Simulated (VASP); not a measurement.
# GaN (F-43m) in VASP: a series of runs

Runs on GaN. Level: PBE. Tasks: relaxation of cell and atoms.

All numbers are computed with VASP 6.6.1; they aren't measurements. Logs are shortened: lines on timing, memory, paths and dates and some standing lists are left out, and cuts for length are marked.

## 1. Starting point

It takes space group F-43m (No. 216, cubic). Conventional cell: a = 4.507 Å, b = 4.507 Å, c = 4.507 Å, α = 90.00°, β = 90.00°, γ = 90.00°. Ga (site symmetry -43m) has 4 N at 1.95 Å as nearest neighbours. N (site symmetry -43m) is surrounded by 4 Ga at 1.95 Å.

The cell is a database's computed one.

## 2. Relaxation of cell and atoms, PBE

Input file INCAR:

```
SYSTEM = GaN
PREC     = Accurate       ! precision mode
ENCUT    = 520            ! plane-wave cutoff, eV
EDIFF    = 1E-7           ! SCF threshold, eV
ISMEAR   = 0              ! smearing method
SIGMA    = 0.02           ! smearing width, eV
LREAL    = .False.        ! projectors in reciprocal space
LASPH    = .True.         ! aspherical terms in the spheres
NELM     = 100            ! most SCF steps
ALGO     = Fast           ! electronic algorithm
ISIF     = 3              ! what is computed and relaxed
LWAVE    = .False.        ! write WAVECAR
LCHARG   = .False.        ! write CHGCAR
GGA      = PE             ! functional
IBRION   = 2              ! ionic algorithm
NSW      = 80             ! ionic steps
EDIFFG   = -0.002         ! ionic threshold
```

Input file KPOINTS:

```
regular mesh
0
Gamma
  12 12 12
  0 0 0
```

Input file POSCAR:

```
GaN
1.0
    0.0000000000      2.2535006100      2.2535006100
    2.2535006100      0.0000000000      2.2535006100
    2.2535006100      2.2535006100      0.0000000000
Ga N
1 1
Direct
    0.0000000000      0.0000000000      0.0000000000
    0.7500000000      0.7500000000      0.7500000000
```

Potentials or basis: VASP PAW PBE potentials, release 64 (Ga, N).

Started as:

```
> cat potpaw_PBE.64/Ga/POTCAR potpaw_PBE.64/N/POTCAR > POTCAR
> mpirun -np 1 vasp_std > vasp.out
```

OUTCAR:

```text
SYSTEM = GaN
   PREC = Accurate
   ENCUT = 520
   EDIFF = 1E-7
   ISMEAR = 0
   LREAL = .False.
   LASPH = .True.
   NELM = 100
   ISIF = 3
   GGA = PE
   IBRION = 2
   NSW = 80
   EDIFFG = -0.002

 ion  position               nearest neighbor table
   1  0.000  0.000  0.000-   2 1.95   2 1.95   2 1.95   2 1.95
   2  0.750  0.750  0.750-   1 1.95   1 1.95   1 1.95   1 1.95

  LATTYP: Found a face centered cubic cell.
 ALAT       =     4.5070012200

  Lattice vectors:

 A1 = (   0.0000000000,   2.2535006100,   2.2535006100)
 A2 = (   2.2535006100,   0.0000000000,   2.2535006100)
 A3 = (   2.2535006100,   2.2535006100,   0.0000000000)

Analysis of symmetry for initial positions (statically):
=====================================================================
 Subroutine PRICEL returns:
 Original cell was already a primitive cell.

 Routine SETGRP: Setting up the symmetry group for a
 face centered cubic supercell.

 Subroutine GETGRP returns: Found 24 space group operations
 (whereof 24 operations were pure point group operations)
 out of a pool of 48 trial point group operations.

The static configuration has the point symmetry T_d .

Analysis of symmetry for dynamics (positions and initial velocities):
=====================================================================
 Subroutine PRICEL returns:
 Original cell was already a primitive cell.

 Routine SETGRP: Setting up the symmetry group for a
 face centered cubic supercell.

 Subroutine GETGRP returns: Found 24 space group operations
 (whereof 24 operations were pure point group operations)
 out of a pool of 48 trial point group operations.

The dynamic configuration has the point symmetry T_d .

 Subroutine INISYM returns: Found 24 space group operations
 (whereof 24 operations are pure point group operations),
 and found     1 'primitive' translations

----------------------------------------------------------------------------------------

                                     Primitive cell

  volume of cell :      22.8877

  direct lattice vectors                    reciprocal lattice vectors
     0.000000000  2.253500610  2.253500610    -0.221877020  0.221877020  0.221877020
     2.253500610  0.000000000  2.253500610     0.221877020 -0.221877020  0.221877020
     2.253500610  2.253500610  0.000000000     0.221877020  0.221877020 -0.221877020

  length of vectors
     3.186931125  3.186931125  3.186931125     0.384302272  0.384302272  0.384302272

  position of ions in fractional coordinates (direct lattice)
     0.000000000  0.000000000  0.000000000
     0.750000000  0.750000000  0.750000000

  ion indices of the primitive-cell ions
   primitive index   ion index
                 1           1
                 2           2

----------------------------------------------------------------------------------------

 KPOINTS: regular mesh

Automatic generation of k-mesh.
 Grid dimensions read from file:
 generate k-points for:   12   12   12

 Generating k-lattice:

  Cartesian coordinates                     Fractional coordinates (reciprocal lattice)
    -0.018489752  0.018489752  0.018489752     0.083333333  0.000000000  0.000000000
     0.018489752 -0.018489752  0.018489752     0.000000000  0.083333333  0.000000000
     0.018489752  0.018489752 -0.018489752     0.000000000  0.000000000  0.083333333

  Length of vectors
     0.032025189  0.032025189  0.032025189

  Shift w.r.t. Gamma in fractional coordinates (k-lattice)
     0.000000000  0.000000000  0.000000000

 Subroutine IBZKPT returns following result:
 ===========================================

 Found     72 irreducible k-points:

 Following reciprocal coordinates:
            Coordinates               Weight
  0.000000  0.000000  0.000000      1.000000
  0.083333  0.000000  0.000000      8.000000
  0.166667  0.000000  0.000000      8.000000
  0.250000  0.000000  0.000000      8.000000
  0.333333  0.000000  0.000000      8.000000
  0.416667  0.000000  0.000000      8.000000
[... 16 lines left out ...]
  0.500000  0.166667  0.000000     24.000000
 -0.416667  0.166667  0.000000     24.000000
 [... further k-points ...]
   k-points           NKPTS =     72   k-points in BZ     NKDIM =     72   number of bands    NBANDS=      8
   number of dos      NEDOS =    301   number of ions     NIONS =      2
   total plane-waves  NPLWV =  13824
   dimension x,y,z NGX =    24 NGY =   24 NGZ =   24
   dimension x,y,z NGXF=    48 NGYF=   48 NGZF=   48
   ions per type =               1   1
   NGX,Y,Z   is equivalent  to a cutoff of  12.52, 12.52, 12.52 a.u.
   NGXF,Y,Z  is equivalent  to a cutoff of  25.04, 25.04, 25.04 a.u.
 SYSTEM =  GaN
   PREC   = accura    normal or accurate (medium, high low for compatibility)
   ISTART =      0    job   : 0-new  1-cont  2-samecut
   ICHARG =      2    charge: 1-file 2-atom 10-const
   ISPIN  =      1    spin polarized calculation?
   LNONCOLLINEAR =      F non collinear calculations
   LSORBIT =      F    spin-orbit coupling
   LASPH  =      T    aspherical Exc in radial PAW
   ENCUT  =  520.0 eV  38.22 Ry    6.18 a.u.   5.93  5.93  5.93*2*pi/ulx,y,z
   NELM   =    100;   NELMIN=  2; NELMDL= -5     # of ELM steps
   EDIFF  = 0.1E-06   stopping-criterion for ELM
   LREAL  =      F    real-space projection
   EDIFFG = -.2E-02   stopping-criterion for IOM
   NSW    =     80    number of steps for IOM
   IBRION =      2    ionic relax: 0-MD 1-quasi-New 2-CG
   NFREE  =      1    steps in history (QN), initial steepest desc. (CG)
   ISIF   =      3    stress and relaxation
   ISYM   =      2    0-nonsym 1-usesym 2-fastsym
   POTIM  = 0.5000    time-step for ionic-motion
   TEBEG  =    0.0;   TEEND  =   0.0 temperature during run
   PSTRESS=    0.0 pullay stress
   NELECT =       8.0000    total number of electrons
   NUPDOWN=      -1.0000    fix difference up-down
   EMIN   =  10.00;   EMAX   =-10.00  energy-range for DOS
   EFERMI =   0.00;   METHOD = LEGACY
   ISMEAR =     0;   SIGMA  =   0.02  broadening in eV -4-tet -1-fermi 0-gaus
   EFERMI_NEDOS =   21; number of points for ismear=-14 and -15
   IALGO  =     68    algorithm
   IMIX   =      4    mixing-type and parameters
     AMIX     =   0.40;   BMIX     =  1.00
     AMIX_MAG =   1.60;   BMIX_MAG =  1.00
  volume/ion in A,a.u.               =      11.44        77.23
  Fermi-wavevector in a.u.,A,eV,Ry     =   1.153198  2.179228 18.093915  1.329865
  Thomas-Fermi vector in A             =   2.289844
   LORBIT       =      0    0 simple, 1 ext, 2 COOP (PROOUT), +10 PAW based schemes
   GGA     = PE    functional components
   LHFCALC =     F    Hartree Fock is set to
   AEXX    =    0.0000 exact exchange contribution
   IVDW    =     0    specifies the selected vdW correction
   LEPSILON=     F    determine dielectric tensor
   LRPA    =     F    only Hartree local field effects (RPA)
 conjugate gradient relaxation of ions
 non-spin polarized calculation
 RMM-DIIS sequential band-by-band and
 Gauss-broadening in eV      SIGMA  =   0.02
  energy-cutoff  :      520.00
  volume of cell :       22.89
 maximum number of plane-waves:       636
   NGX = 11   NGY = 11   NGZ = 11

--------------------------------------- Ionic step        1  -------------------------------------------

 number of electron       8.0000001 magnetization

 Free energy of the ion-electron system (eV)
  ---------------------------------------------------
  ext. energy  EPLUGINS =         0.00000000
  ---------------------------------------------------
  free energy    TOTEN  =       -12.11578755 eV

  energy without entropy =      -12.11578755  energy(sigma->0) =      -12.11578755

------------------------ aborting loop because EDIFF is reached ----------------------------------------

  FORCE on cell =-STRESS in cart. coord.  units (eV):
  Direction    XX          YY          ZZ          XY          YZ          ZX
  --------------------------------------------------------------------------------------
  -------------------------------------------------------------------------------------
  Total        1.5755024      1.5755024      1.5755024      0.0000000      0.0000000      0.0000000
  in kB      110.2875810    110.2875810    110.2875810      0.0000000      0.0000000      0.0000000
  external PRESSURE =     110.2875810 kB  Pullay stress =       0.0000000 kB
[... 21 lines left out ...]
  energy  without entropy=      -12.1157875519  energy(sigma->0) =      -12.11578755

--------------------------------------- Ionic step        2  -------------------------------------------

 number of electron       7.9999999 magnetization

 E-fermi :   2.1229     XC(G=0): -10.3640

 val. band max:        2.0441837932   @ k =   0.0000   0.0000   0.0000
 cond. band min:       3.1209315313   @ k =   0.0000   0.0000   0.0000
 fundamental gap:      1.0767477381
 Fermi energy:         2.1229436942

 k-point     1 :       0.0000    0.0000    0.0000
  band No.  band energies     occupation
      1     -12.9384      2.00000
      2       2.0442      2.00000
      3       2.0442      2.00000
      4       2.0442      2.00000
      5       3.1209      0.00000
      6      11.7401      0.00000
      7      11.7401      0.00000
      8      11.7401      0.00000
[... 318 lines left out ...]
  FREE ENERGIE OF THE ION-ELECTRON SYSTEM (eV)
  ---------------------------------------------------
  free  energy   TOTEN  =       -12.1565854097 eV

  energy  without entropy=      -12.1565854097  energy(sigma->0) =      -12.15658541

[... ionic steps 4 to 15 ...]

--------------------------------------- Ionic step       16  -------------------------------------------

 number of electron       7.9999998 magnetization

------------------------ aborting loop because EDIFF is reached ----------------------------------------

  FORCE on cell =-STRESS in cart. coord.  units (eV):
  Direction    XX          YY          ZZ          XY          YZ          ZX
  --------------------------------------------------------------------------------------
  -------------------------------------------------------------------------------------
  Total        0.0120265      0.0120265      0.0120265      0.0000000     -0.0000000      0.0000000
  in kB        0.7987020      0.7987020      0.7987020      0.0000000     -0.0000000      0.0000000
  external PRESSURE =       0.7987020 kB  Pullay stress =       0.0000000 kB
[... 57 lines left out ...]
  energy  without entropy=      -12.1565883739  energy(sigma->0) =      -12.15658837

--------------------------------------- Ionic step       18  -------------------------------------------

 number of electron       7.9999998 magnetization

 Free energy of the ion-electron system (eV)
  ---------------------------------------------------
  ext. energy  EPLUGINS =         0.00000000
  ---------------------------------------------------
  free energy    TOTEN  =       -12.15658924 eV

  energy without entropy =      -12.15658924  energy(sigma->0) =      -12.15658924

 E-fermi :   2.6060     XC(G=0): -10.6249

 val. band max:        2.5054043627   @ k =   0.0000   0.0000   0.0000
 cond. band min:       3.9653267906   @ k =   0.0000   0.0000   0.0000
 fundamental gap:      1.4599224279
 Fermi energy:         2.6059897045

 k-point     1 :       0.0000    0.0000    0.0000
  band No.  band energies     occupation
      1     -12.9215      2.00000
      2       2.5054      2.00000
      3       2.5054      2.00000
      4       2.5054      2.00000
      5       3.9653      0.00000
      6      12.5865      0.00000
      7      12.5865      0.00000
      8      12.5865      0.00000
[... 282 lines left out ...]
  FREE ENERGIE OF THE ION-ELECTRON SYSTEM (eV)
  ---------------------------------------------------
  free  energy   TOTEN  =       -12.1565892395 eV

  energy  without entropy=      -12.1565892395  energy(sigma->0) =      -12.15658924

 reached required accuracy - stopping structural energy minimisation
```

Wall time 59 s (1 thread of Intel Xeon Platinum 8259CL at 2.50GHz (Skylake/Cascade Lake), shared host); peak memory 0.16 GiB.

What came out:

```yaml
Free_energy: -12.1566 eV
Relaxed_volume: 12.07 Å³/atom
Relaxed_cell: a = 3.244 Å, b = 3.244 Å, c = 3.244 Å, α = 60.00°, β = 60.00°, γ = 60.00°
Space_group_after_relaxing_to_0.05_Å: F-43m (No. 216)
Energy_gained_by_relaxing: 20.4 meV/atom
Ionic_steps: 18
Pressure_after_relaxing: 0.0 GPa
Band_gap_on_the_k_mesh: 1.46 eV, direct
```

The path:
```tsv
step	energy change (eV)	largest force (eV/Å)	pressure (GPa)	volume (Å³)
1	0.0000	0.0000	11.03	22.89
2	0.0050	0.0000	-9.48	25.60
3	-0.0408	0.0000	-0.10	24.15
4	-0.0408	0.0000	0.08	24.12
5	-0.0408	0.0000	0.11	24.12
6	-0.0408	0.0000	0.10	24.12
7	-0.0408	0.0000	0.10	24.12
8	-0.0408	0.0000	0.10	24.12
9	-0.0408	0.0000	0.10	24.12
10	-0.0408	0.0000	0.10	24.12
11	-0.0408	0.0000	0.10	24.12
12	-0.0408	0.0000	0.10	24.12
13	-0.0408	0.0000	0.10	24.12
14	-0.0408	0.0000	0.10	24.12
15	-0.0408	0.0000	0.09	24.12
16	-0.0408	0.0000	0.08	24.12
17	-0.0408	0.0000	0.06	24.13
18	-0.0408	0.0000	0.01	24.13
```

Final structure:
```
CELL_PARAMETERS angstrom
0.00000 2.29368 2.29368
2.29368 0.00000 2.29368
2.29368 2.29368 0.00000
ATOMIC_POSITIONS crystal
Ga 0.00000 0.00000 0.00000
N 0.75000 0.75000 0.75000
```

Levels at points of the mesh, in eV from the valence-band top:
```csv
k point,band 1,band 2,band 3,band 4,band 5,band 6,band 7,band 8
"(0.00, 0.00, 0.00)",-15.43,0.00,0.00,0.00,1.46,10.08,10.08,10.08
"(0.50, 0.00, 0.00)",-13.32,-6.63,-0.89,-0.89,4.37,8.52,10.17,10.17
"(0.50, 0.50, 0.00)",-12.64,-5.92,-2.47,-2.47,3.38,6.46,11.39,13.48
```

Expect the measured gap to be larger: semilocal functionals such as PBE lack the derivative discontinuity.

## 3. Relaxation of cell and atoms, PBE

This run uses another cell than the first one, of 12.07 Å³/atom, 1.054 times its volume.

INCAR is that of step 2.

KPOINTS is that of step 2.

Input file POSCAR:

```
GaN                                     
1.0
   -0.0000000000      2.2936766112      2.2936766112
    2.2936766112      0.0000000000      2.2936766112
    2.2936766112      2.2936766112      0.0000000000
  Ga              N             
     1     1
Direct
     0.0000000000000000    0.0000000000000000    0.0000000000000000
     0.7500000000000000    0.7500000000000000    0.7500000000000000
```

Potentials or basis: VASP PAW PBE potentials, release 64 (Ga, N).

Started as:

```
> cat potpaw_PBE.64/Ga/POTCAR potpaw_PBE.64/N/POTCAR > POTCAR
> mpirun -np 1 vasp_std > vasp.out
```

Wall time 18 s (1 thread of Intel Xeon Platinum 8259CL at 2.50GHz (Skylake/Cascade Lake), shared host); peak memory 0.15 GiB.

It converged, with:

* Free energy: -12.1574 eV
* Relaxed volume: 12.07 Å³/atom
* Relaxed cell: a = 3.244 Å, b = 3.244 Å, c = 3.244 Å, α = 60.00°, β = 60.00°, γ = 60.00°
* Space group after relaxing (to 0.05 Å): F-43m (No. 216)
* Energy gained by relaxing: 0.0 meV/atom
* Ionic steps: 3
* Pressure after relaxing: 0.0 GPa
* Band gap on the k mesh: 1.46 eV, direct

Final structure:
```
CELL_PARAMETERS angstrom
0.00000 2.29386 2.29386
2.29386 0.00000 2.29386
2.29386 2.29386 0.00000
ATOMIC_POSITIONS crystal
Ga 0.00000 0.00000 0.00000
N 0.75000 0.75000 0.75000
```

Levels at points of the mesh, in eV from the valence-band top:
```tsv
k point	band 2	band 3	band 4	band 5	band 6	band 7
(0.00, 0.00, 0.00)	0.00	0.00	0.00	1.46	10.08	10.08
(0.50, 0.00, 0.00)	-6.63	-0.89	-0.89	4.37	8.52	10.17
(0.50, 0.50, 0.00)	-5.92	-2.47	-2.47	3.38	6.45	11.39
```
